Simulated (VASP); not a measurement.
Input and output of a VASP r²SCAN single-point calculation on Cu3N (strained measured structure)

INCAR

```
EDIFF = 1E-7
LCHARG = .FALSE.
IBRION = -1
ISIF = 2
METAGGA = R2SCAN
LASPH = .TRUE.
ALGO = Normal
ISMEAR = 0
NBANDS = 27
LREAL = .FALSE.
NSW = 0
NELM = 120
SIGMA = 0.01
LWAVE = .FALSE.
ENCUT = 520
PREC = Accurate
```

KPOINTS

```
KPOINTS created by Atomic Simulation Environment
0
Gamma
6 6 6
0 0 0
```

KPOINTS_OPT

```
special points
5
Reciprocal
0.0000000000 0.0000000000 0.0000000000 1
0.0000000000 0.5000000000 0.0000000000 1
0.5000000000 0.5000000000 0.0000000000 1
0.5000000000 0.5000000000 0.5000000000 1
0.5000000000 0.5000000000 0.3000000000 1
```

POSCAR

```
Cu N
 1.0000000000000000
     4.0087746093999996    0.0000000000000000    0.0000000000000000
     0.0000000000000000    4.0087746093999996    0.0000000000000000
     0.0000000000000000    0.0000000000000000    4.0087746093999996
 Cu  N
   3   1
Cartesian
  2.0043873047000003  0.0000000000000000  0.0000000000000000
  0.0000000000000000  2.0043873047000003  0.0000000000000000
  0.0000000000000000  0.0000000000000000  2.0043873047000003
  0.0000000000000000  0.0000000000000000  0.0000000000000000
```

VASP ran with the recommended PBE PAW datasets (38 valence electrons in the cell).

Command

```
mpirun -np 1 vasp_std
```

OSZICAR

```
N       E                     dE             d eps       ncg     rms          rms(c)
DAV:   1     0.270284364471E+03    0.27028E+03   -0.17639E+04  1080   0.214E+03
DAV:   2    -0.144625754641E+02   -0.28475E+03   -0.27237E+03  1086   0.366E+02
DAV:   3    -0.498606362074E+02   -0.35398E+02   -0.33337E+02  1461   0.157E+02
DAV:   4    -0.514553779409E+02   -0.15947E+01   -0.15752E+01  1513   0.362E+01
DAV:   5    -0.514708235152E+02   -0.15446E-01   -0.15438E-01  1419   0.363E+00    0.146E+01
DAV:   6    -0.433776899536E+02    0.80931E+01   -0.47692E+01  1316   0.151E+02    0.119E+01
DAV:   7    -0.400954730081E+02    0.32822E+01   -0.11480E+01  1335   0.776E+01    0.287E+00
DAV:   8    -0.402154934539E+02   -0.12002E+00   -0.79165E-01  1558   0.108E+01    0.134E+00
DAV:   9    -0.402529997584E+02   -0.37506E-01   -0.31380E-01  1450   0.832E+00    0.148E+00
DAV:  10    -0.402091848837E+02    0.43815E-01   -0.13086E-01  1300   0.770E+00    0.197E-01
DAV:  11    -0.402108045939E+02   -0.16197E-02   -0.84373E-03  1446   0.101E+00    0.882E-02
DAV:  12    -0.402107311833E+02    0.73411E-04   -0.72414E-04  1524   0.505E-01    0.290E-02
DAV:  13    -0.402107441661E+02   -0.12983E-04   -0.72163E-05  1473   0.985E-02    0.166E-02
DAV:  14    -0.402107380474E+02    0.61187E-05   -0.15167E-05  1521   0.851E-02    0.206E-03
DAV:  15    -0.402107381669E+02   -0.11951E-06   -0.27646E-06  1619   0.195E-02    0.186E-03
DAV:  16    -0.402107381350E+02    0.31972E-07   -0.15268E-07   668   0.820E-03
   1 F= -.40210738E+02 E0= -.40210738E+02  d E =-.208799E-24
       N       E                     dE             ncg
DAV:   1     0.258457811157E+04   -0.34664E+04      270
DAV:   2     0.122315915931E+04   -0.13614E+04      276
DAV:   3     0.106371408134E+04   -0.15945E+03      352
DAV:   4     0.105703101986E+04   -0.66831E+01      328
DAV:   5     0.105691161464E+04   -0.11941E+00      312
DAV:   6     0.105690749979E+04   -0.41149E-02      321
DAV:   7     0.105690732133E+04   -0.17845E-03      339
DAV:   8     0.105690731317E+04   -0.81609E-05      313
DAV:   9     0.105690731262E+04   -0.55445E-06      264
DAV:  10     0.105690731259E+04   -0.31906E-07      173
```

From OUTCAR

```
k-points           NKPTS =     20   k-points in BZ     NKDIM =     20   number of bands    NBANDS=     27

   NELECT =      38.0000    total number of electrons

   dimension x,y,z NGX =    30 NGY =   30 NGZ =   30
   dimension x,y,z NGXF=    60 NGYF=   60 NGZF=   60

  energy-cutoff  :      520.00
  volume of cell :       64.42
      direct lattice vectors                 reciprocal lattice vectors
     4.008774609  0.000000000  0.000000000     0.249452787  0.000000000  0.000000000
     0.000000000  4.008774609  0.000000000     0.000000000  0.249452787  0.000000000
     0.000000000  0.000000000  4.008774609     0.000000000  0.000000000  0.249452787

 k-points in reciprocal lattice and weights: KPOINTS created by Atomic Simulation Env
   0.00000000  0.00000000  0.00000000       0.005
   0.16666667  0.00000000  0.00000000       0.028
   0.33333333  0.00000000  0.00000000       0.028
   0.50000000  0.00000000  0.00000000       0.014
   0.16666667  0.16666667  0.00000000       0.056
   0.33333333  0.16666667  0.00000000       0.111
   0.50000000  0.16666667  0.00000000       0.056
   0.33333333  0.33333333  0.00000000       0.056
   ...

 E-fermi :   3.3279

 k-point     1 :       0.0000    0.0000    0.0000
  band No.  band energies     occupation
      1     -13.1139      2.00000
      2      -1.0726      2.00000
      3      -0.7578      2.00000
      4      -0.7578      2.00000
      5      -0.7578      2.00000
      6       0.1152      2.00000
      7       0.1152      2.00000
      8       0.1152      2.00000
      9       0.4272      2.00000
     10       0.4272      2.00000
     11       1.2718      2.00000
     12       1.2718      2.00000
     13       1.2799      2.00000
     14       1.2799      2.00000
     15       1.2799      2.00000
     16       1.6963      2.00000
     17       1.6963      2.00000
     18       1.6963      2.00000
     19       1.7391      2.00000
     20       4.0294      0.00000
     21       8.3317      0.00000
     22       8.3317      0.00000
     23      10.0169      0.00000
     24      10.0169      0.00000
     25      10.0169      0.00000
     26      15.1215      0.00000
     27      15.1271      0.00000

 k-point     2 :       0.1667    0.0000    0.0000
  band No.  band energies     occupation
      1     -13.0434      2.00000
      2      -1.6754      2.00000
      3      -0.9744      2.00000
      4      -0.9744      2.00000
      5      -0.7357      2.00000
      6       0.1371      2.00000
      7       0.3183      2.00000
      8       0.3183      2.00000
      9       0.4421      2.00000
     10       0.5196      2.00000
     11       1.2581      2.00000
     12       1.2732      2.00000
     13       1.2837      2.00000
     14       1.2837      2.00000
     15       1.4923      2.00000
     16       1.6862      2.00000
     17       1.6964      2.00000
     18       1.7736      2.00000
     19       1.7736      2.00000
     20       4.3308      0.00000
     21       7.5755      0.00000
     22       8.4965      0.00000
     23      10.1207      0.00000
     24      10.1207      0.00000
     25      10.9329      0.00000
     26      13.7737      0.00000
     27      14.1737      0.00000

 k-point     3 :       0.3333    0.0000    0.0000
  band No.  band energies     occupation
      1     -12.8948      2.00000
      2      -2.7155      2.00000
      3      -1.2579      2.00000
      4      -1.2579      2.00000
      5      -0.2780      2.00000
      6       0.1836      2.00000
      7       0.4510      2.00000
      8       0.5404      2.00000
      9       0.5404      2.00000
     10       0.7464      2.00000
     11       1.2117      2.00000
     12       1.2714      2.00000
     13       1.2889      2.00000
     14       1.2889      2.00000
     15       1.4217      2.00000
     16       1.5449      2.00000
     17       1.6965      2.00000
     18       1.9757      2.00000
     19       1.9757      2.00000
     20       4.6681      0.00000
     21       6.8209      0.00000
     22       9.0068      0.00000
     23      10.3531      0.00000
     24      10.3531      0.00000
     25      11.8403      0.00000
     26      12.7727      0.00000
     27      12.9366      0.00000

 k-point     4 :       0.5000    0.0000    0.0000
  band No.  band energies     occupation
      1     -12.8164      2.00000
      2      -3.1432      2.00000
      3      -1.3673      2.00000
      4      -1.3673      2.00000
      5       0.1102      2.00000
      6       0.2086      2.00000
      7       0.4273      2.00000
      8       0.6056      2.00000
      9       0.6056      2.00000
     10       0.9116      2.00000
     11       1.1848      2.00000
     12       1.1868      2.00000
     13       1.2544      2.00000
     14       1.2902      2.00000
     15       1.2902      2.00000
     16       1.4393      2.00000
     17       1.6966      2.00000
     18       2.0975      2.00000
     19       2.0975      2.00000
     20       4.6797      0.00000
     21       6.6535      0.00000
     22       9.5991      0.00000
     23      10.4921      0.00000
     24      10.4921      0.00000
     25      10.7160      0.00000
     26      12.4260      0.00000
     27      12.4260      0.00000

 k-point     5 :       0.1667    0.1667    0.0000
  band No.  band energies     occupation
      1     -12.9727      2.00000
      2      -1.7898      2.00000
      3      -1.6687      2.00000
      4      -1.1433      2.00000
      5      -0.5261      2.00000
      6       0.2396      2.00000
      7       0.3992      2.00000
      8       0.4155      2.00000
      9       0.4938      2.00000
     10       0.5693      2.00000
     11       1.2009      2.00000
     12       1.2585      2.00000
     13       1.3176      2.00000
     14       1.3265      2.00000
     15       1.4341      2.00000
     16       1.6259      2.00000
     17       1.6392      2.00000
     18       1.9229      2.00000
     19       2.0307      2.00000
     20       4.6655      0.00000
     21       7.6870      0.00000
     22       7.7573      0.00000
     23      10.0849      0.00000
     24      10.2372      0.00000
     25      12.0886      0.00000
     26      12.2188      0.00000
     27      13.5946      0.00000

 k-point     6 :       0.3333    0.1667    0.0000
  band No.  band energies     occupation
      1     -12.8239      2.00000
      2      -2.7432      2.00000
      3      -1.8613      2.00000
      4      -1.3902      2.00000
      5      -0.1015      2.00000
      6       0.3258      2.00000
      7       0.5209      2.00000
      8       0.5687      2.00000
      9       0.5977      2.00000
     10       0.7749      2.00000
     11       1.1255      2.00000
     12       1.1677      2.00000
     13       1.2674      2.00000
     14       1.3468      2.00000
     15       1.4578      2.00000
     16       1.5244      2.00000
     17       1.5753      2.00000
     18       2.1611      2.00000
     19       2.1957      2.00000
     20       5.1295      0.00000
     21       6.6614      0.00000
     22       8.1741      0.00000
     23      10.0613      0.00000
     24      10.5045      0.00000
     25      11.4947      0.00000
     26      12.6196      0.00000
     27      13.5387      0.00000

 k-point     7 :       0.5000    0.1667    0.0000
  band No.  band energies     occupation
      1     -12.7453      2.00000
      2      -3.1612      2.00000
      3      -1.9258      2.00000
      4      -1.4898      2.00000
      5       0.2557      2.00000
      6       0.3600      2.00000
      7       0.5073      2.00000
      8       0.6306      2.00000
      9       0.6735      2.00000
     10       0.9250      2.00000
     11       1.0533      2.00000
     12       1.0896      2.00000
     13       1.2506      2.00000
     14       1.3592      2.00000
     15       1.3933      2.00000
     16       1.4374      2.00000
     17       1.5586      2.00000
     18       2.2234      2.00000
     19       2.2857      2.00000
     20       5.2444      0.00000
     21       6.3169      0.00000
     22       8.6313      0.00000
     23       9.3333      0.00000
     24      10.6720      0.00000
     25      12.1667      0.00000
     26      12.4512      0.00000
     27      12.7348      0.00000

 ...

  Total       -5.7071703     -5.7071703     -5.7071703      0.0000000      0.0000000      0.0000000
  in kB     -141.9372856   -141.9372856   -141.9372856      0.0000000      0.0000000      0.0000000
  external PRESSURE =    -141.9372856 kB  Pullay stress =       0.0000000 kB

 POSITION                                       TOTAL-FORCE (eV/Angst)
 -----------------------------------------------------------------------------------
      2.00439      0.00000      0.00000         0.000000      0.000000      0.000000
      0.00000      2.00439      0.00000         0.000000      0.000000      0.000000
      0.00000      0.00000      2.00439         0.000000      0.000000      0.000000
      0.00000      0.00000      0.00000         0.000000      0.000000      0.000000
 -----------------------------------------------------------------------------------
    total drift:                                0.000000      0.000000      0.000000

  FREE ENERGIE OF THE ION-ELECTRON SYSTEM (eV)
  ---------------------------------------------------
  free  energy   TOTEN  =       -40.2107381350 eV

  energy  without entropy=      -40.2107381350  energy(sigma->0) =      -40.21073813
```

```yaml
gap_between_bands_v_and_c: 0.77 eV
least_direct_gap: 1.29 eV
pressure: -14.2 GPa
```

Band v is the last that the valence electrons fill when counted band by band, and c is the next.

The run took about 100 s on one core of a shared host (Intel Xeon Platinum 8488C) and held 0.19 GiB at most.
